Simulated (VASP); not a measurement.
# ZnO (zincite) (P6_3mc) in VASP: settings compared, part 3 of 3

VASP 6.6.1. The steps go on from the part before.

### 5 Single point, BLYP+D3(BJ)

This run uses another cell than the first one, of 12.61 Å³/atom, 1.104 times its volume.

INCAR

```
PREC = Accurate
ENCUT = 520
EDIFF = 1E-6
ISMEAR = -1
SIGMA = 0.05
LREAL = F
LASPH = T
NELM = 100
ALGO = Normal
ISIF = 2
LWAVE = F
LCHARG = T
GGA = B5
ALDAX = 1.0
AGGAX = 1.0
AGGAC = 1.0
ALDAC = 0.0
IVDW = 12
VDW_S6 = 1.0
VDW_S8 = 2.6996
VDW_A1 = 0.4298
VDW_A2 = 4.2359
LELF = T
LVHAR = T
NBANDS = 26
```

KPOINTS

```
regular mesh
0
Gamma
  9 9 5
```

POSCAR

```
ZnO
1.0
    3.3130361008      0.0000000000      0.0000000000
   -1.6565180504      2.8691734269      0.0000000000
    0.0000000000      0.0000000000      5.3078076462
Zn O
2 2
Direct
    0.6666666667      0.3333333333      0.0000000000
    0.3333333333      0.6666666667      0.5000000000
    0.3333333333      0.6666666667      0.8790100000
    0.6666666667      0.3333333333      0.3790100000
```

Potentials or basis: VASP PAW PBE potentials, release 64 (Zn, O).

Run with:

```sh
$ cat potpaw_PBE.64/Zn/POTCAR potpaw_PBE.64/O/POTCAR > POTCAR
$ mpirun -np 1 vasp_std > vasp.out
```

OUTCAR:

```text
PREC = Accurate
   ENCUT = 520
   EDIFF = 1E-6
   ISMEAR = -1
   LREAL = F
   LASPH = T
   NELM = 100
   ISIF = 2
   GGA = B5
   IVDW = 12
 IVDW          = 12

 ion  position               nearest neighbor table
   1  0.667  0.333  0.000-   4 2.01   3 2.02   3 2.02   3 2.02
   2  0.333  0.667  0.500-   3 2.01   4 2.02   4 2.02   4 2.02
   3  0.333  0.667  0.879-   2 2.01   1 2.02   1 2.02   1 2.02
   4  0.667  0.333  0.379-   1 2.01   2 2.02   2 2.02   2 2.02

  LATTYP: Found a hexagonal cell.
 ALAT       =     3.3130361008
 C/A-ratio  =     1.6020977390

  Lattice vectors:

 A1 = (   3.3130361008,   0.0000000000,   0.0000000000)
 A2 = (  -1.6565180504,   2.8691734269,   0.0000000000)
 A3 = (   0.0000000000,   0.0000000000,   5.3078076462)

Analysis of symmetry for initial positions (statically):
=====================================================================
 Subroutine PRICEL returns:
 Original cell was already a primitive cell.

 Routine SETGRP: Setting up the symmetry group for a
 hexagonal supercell.

[... 171 lines left out ...]
  energy without entropy =      -16.48251547  energy(sigma->0) =      -16.48251664

 E-fermi :   1.4528     XC(G=0): -10.1391

 val. band max:        0.9803827218   @ k =   0.0000   0.0000   0.0000
 cond. band min:       1.8369383492   @ k =   0.0000   0.0000   0.0000
 fundamental gap:      0.8565556274
 Fermi energy:         1.4527684262

 k-point     1 :       0.0000    0.0000    0.0000
  band No.  band energies     occupation
      1     -16.5303      2.00000
      2     -15.8874      2.00000
      3      -4.4912      2.00000
      4      -4.4912      2.00000
      5      -4.4600      2.00000
      6      -4.3113      2.00000
[... 685 lines left out ...]
     25      14.5508      0.00000
     26      15.0359      0.00000

 [... further k-points ...]

------------------------ aborting loop because EDIFF is reached ----------------------------------------

 Edisp (eV)   -1.81117

 E8    (eV) :    -1.2435

  FORCE on cell =-STRESS in cart. coord.  units (eV):
  Direction    XX          YY          ZZ          XY          YZ          ZX
  --------------------------------------------------------------------------------------
  -------------------------------------------------------------------------------------
  Total      -1.43685    -1.43685    -0.84265     0.00000     0.00000     0.00000
  in kB     -45.62711   -45.62711   -26.75840     0.00000     0.00000     0.00000
  external pressure =      -39.34 kB  Pullay stress =        0.00 kB

 VOLUME and BASIS-vectors are now :
 -----------------------------------------------------------------------------
  energy-cutoff  :      520.00
  volume of cell :       50.45
      direct lattice vectors                 reciprocal lattice vectors
     3.313036101  0.000000000  0.000000000     0.301837942  0.174266217  0.000000000
    -1.656518050  2.869173427  0.000000000     0.000000000  0.348532435  0.000000000
     0.000000000  0.000000000  5.307807646     0.000000000  0.000000000  0.188401703

 POSITION                                       TOTAL-FORCE (eV/Angst)
 -----------------------------------------------------------------------------------
      1.65652      0.95639      0.00000        -0.000000      0.000000     -0.047053
     -0.00000      1.91278      2.65390         0.000000     -0.000000     -0.047053
     -0.00000      1.91278      4.66562        -0.000000      0.000000      0.047053
      1.65652      0.95639      2.01171        -0.000000      0.000000      0.047053
 -----------------------------------------------------------------------------------
    total drift:                                0.000000      0.000000      0.000598

  FREE ENERGIE OF THE ION-ELECTRON SYSTEM (eV)
  ---------------------------------------------------
  free  energy   TOTEN  =       -18.2936861241 eV

  energy  without entropy=      -18.2936837963  energy(sigma->0) =      -18.29368496
```

Run time: 68 s. Hardware: 1 thread of AMD EPYC 7R13 (Zen 3), shared host; peak memory 0.17 GiB.

Results:

```
Free energy                : -18.2937 eV
Pressure                   : -3.9 GPa
Largest force              : 0.047 eV/Å
Band gap on the k mesh     : 0.86 eV, direct
Dispersion energy per atom : -0.453 eV
```

Forces on the atoms (eV/Å):
```
Zn   0.000  0.000 -0.047
Zn   0.000  0.000 -0.047
O    0.000  0.000  0.047
O    0.000  0.000  0.047
```

Levels at points of the mesh, in eV from the valence-band top:
| k point | band 16 | band 17 | band 18 | band 19 | band 20 | band 21 |
| --- | --- | --- | --- | --- | --- | --- |
| (0.00, 0.00, 0.00) | -0.05 | 0.00 | 0.00 | 0.86 | 5.05 | 8.23 |

Caveat: the PAW data sets were made with another functional, which shifts forces and pressure a little.

### 6 Single point, r2SCAN+rVV10

This run uses another cell than the first one, of 11.19 Å³/atom, 0.979 times its volume.

POSCAR

```
ZnO
1.0
    3.1829769797      0.0000000000      0.0000000000
   -1.5914884899      2.7565389241      0.0000000000
    0.0000000000      0.0000000000      5.0994402224
Zn O
2 2
Direct
    0.6666666667      0.3333333333      0.0000000000
    0.3333333333      0.6666666667      0.5000000000
    0.3333333333      0.6666666667      0.8790100000
    0.6666666667      0.3333333333      0.3790100000
```

INCAR.step1

```
SYSTEM = ZnO
ALGO = Normal
EDIFF = 1E-4
ENCUT = 520
GGA = PE
ISMEAR = -1
LASPH = .True.
LCHARG = .False.
LREAL = .False.
LWAVE = .True.
NBANDS = 26
NELM = 60
PREC = Accurate
SIGMA = 0.05
```

INCAR.step2

```
SYSTEM = ZnO
ALGO = Normal
BPARAM = 11.95
CPARAM = 0.0093
EDIFF = 1E-7
ENCUT = 520
ISIF = 2
ISMEAR = -1
ISTART = 1
IVDW_NL = 2
LASPH = .True.
LCHARG = .False.
LMIXTAU = .True.
LREAL = .False.
LUSE_VDW = .True.
LWAVE = .False.
METAGGA = R2SCAN
NBANDS = 26
NELM = 60
PREC = Accurate
SIGMA = 0.05
```

KPOINTS

```
k-points
0
Gamma
  9 9 5
  0 0 0
```

Potentials or basis: VASP PAW PBE potentials, release 64 (Zn, O).

Run with:

```sh
$ cat potpaw_PBE.64/Zn/POTCAR potpaw_PBE.64/O/POTCAR > POTCAR
$ cp INCAR.step1 INCAR
$ mpirun -np 1 vasp_std > vasp.out
$ cp INCAR.step2 INCAR
$ mpirun -np 1 vasp_std > vasp.out
```

It took 2.7 min on 1 thread of Intel Xeon Platinum 8375C at 2.90GHz (Ice Lake), shared host; peak memory 0.29 GiB.

It converged, with:

* Free energy: -35.1831 eV
* Pressure: 9.1 GPa
* Largest force: 0.097 eV/Å
* Band gap on the k mesh: 1.27 eV, direct

Forces in eV/Å, atoms in the order of the input:
```
Zn   0.000  0.000 -0.097
Zn   0.000  0.000 -0.097
O    0.000  0.000  0.097
O    0.000  0.000  0.097
```

Stress tensor (GPa, compression positive):
```
 8.38  0.00  0.00
 0.00  8.38  0.00
 0.00  0.00 10.58
```

Levels at points of the mesh, in eV from the valence-band top:
```
           k point  band 16  band 17  band 18  band 19  band 20  band 21
(0.00, 0.00, 0.00)    -0.10     0.00     0.00     1.27     6.03     9.03
```

Caveat: the PAW data sets were made with another functional, which shifts forces and pressure a little.

### 7 Overview

```tsv
task	level	potentials or basis	cell	cutoff (eV)	gap on the mesh (eV)	pressure (GPa)	largest force (eV/Å)
single point	RPBE+D3(BJ)	VASP PAW PBE potentials, release 64 (Zn, O)	P6_3mc, 11.42 Å³/atom	520	0.94	1.4	-
relaxation of cell and atoms	RPBE+D3(BJ)	VASP PAW PBE potentials, release 64 (Zn, O)	relaxed	600	0.93	0.1	-
single point	LDA	VASP PAW LDA potentials, release 64 (Zn, O)	P6_3mc, 11.9 Å³/atom	520	0.74	-6.1	0.06
single point	BLYP+D3(BJ)	VASP PAW PBE potentials, release 64 (Zn, O)	P6_3mc, 12.61 Å³/atom	520	0.86	-3.9	0.05
single point	r2SCAN+rVV10	VASP PAW PBE potentials, release 64 (Zn, O)	P6_3mc, 11.19 Å³/atom	520	1.27	9.1	0.10
```

Alike in all rows: no spin polarisation; k mesh 9 × 9 × 5; smearing fermi-dirac 0.05 eV.

Caveats: the PAW data sets were made with another functional, which shifts forces and pressure a little (some runs).

Total energies depend on the potentials used, so only differences within one code and one set of settings carry meaning.

### 8 Against experiment

Step 2. A measured gap of ZnO is 3.37 eV (quoted in “Electronic structure of alkaline earth and post-transition metal oxides”, 2009, arxiv:0908.1581); the calculated 0.94 eV misses it by -2.43 eV. So large a miss can be the level of theory's own, or it may mean another phase, state or a wrong row. The value is that of RPBE+D3(BJ), without temperature or zero-point motion. Semilocal functionals fall short of measured gaps as a rule.

Step 4. A measured gap of ZnO is 3.37 eV (quoted in “Electronic structure of alkaline earth and post-transition metal oxides”, 2009, arxiv:0908.1581); the calculated 0.74 eV misses it by -2.63 eV. So large a miss can be the level of theory's own, or it may mean another phase, state or a wrong row. The value is that of LDA, without temperature or zero-point motion. Semilocal functionals fall short of measured gaps as a rule.

Step 5. A measured gap of ZnO is 3.37 eV (quoted in “Electronic structure of alkaline earth and post-transition metal oxides”, 2009, arxiv:0908.1581); the calculated 0.86 eV misses it by -2.51 eV. So large a miss can be the level of theory's own, or it may mean another phase, state or a wrong row. The value is that of BLYP+D3(BJ), without temperature or zero-point motion. Semilocal functionals fall short of measured gaps as a rule.

Step 6. Measured gap of ZnO: 3.37 eV (quoted in “Electronic structure of alkaline earth and post-transition metal oxides”, 2009, arxiv:0908.1581). This calculation gives 1.27 eV (-2.10 eV). So large a miss can be the level of theory's own, or it may mean another phase, state or a wrong row. The value is that of r2SCAN+rVV10, without temperature or zero-point motion.
